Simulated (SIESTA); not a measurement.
**Zr under changes of volume**

One of the cells (23.281 Å³/atom); the others are scaled copies at fixed shape and fractional positions:

```
Zr
1.0
     3.23200    0.00000    0.00000
    -1.61600    2.79899    0.00000
     0.00000    0.00000    5.14700
Zr
2
Direct
  0.66667 0.33333 0.75000
  0.33333 0.66667 0.25000
```

```yaml
Program: SIESTA 5.4.2
Functional: PBEsol
Potentials_or_basis: PseudoDojo 0.4 standard (PBEsol files)
Basis: DZP (energy shift 0.003 Ry; two zetas on semicore shells)
Grid_cutoff: 800 Ry
Energy_shift: 0.003 Ry
k_mesh: 9 × 9 × 5
Occupations: fermi-dirac, width 0.05 eV
Spin: no spin polarisation
```

```csv
volume (Å³/atom),energy over the lowest point (meV/atom),pressure (GPa)
21.884,?,?
22.350,1.33,1.5
22.815,0.00,-0.6
23.281,4.46,-2.5
23.746,14.23,-4.3
24.212,28.92,-5.9
24.678,48.12,-7.4
```

Question: What does the run at 21.884 Å³/atom give?

Answer: Energy over the lowest point 8.96 meV/atom; pressure 3.8 GPa.

Worked out: A Birch-Murnaghan fit of order 3 (a polynomial in V^(-2/3)) to the other rows has its minimum at 22.68 Å³/atom with B0 = V·E''(V) = 99 GPa and B' = 3.1 at fixed shape and positions, which overstates the stiffness. It gives 8.97 meV/atom at 21.884 Å³/atom, against the run's 8.96, and -dE/dV = 3.8 GPa, against 3.8.

Energies are extrapolated to zero smearing.

Caveats: the basis of atomic orbitals isn't converged, which shifts pressures, moduli and gaps.
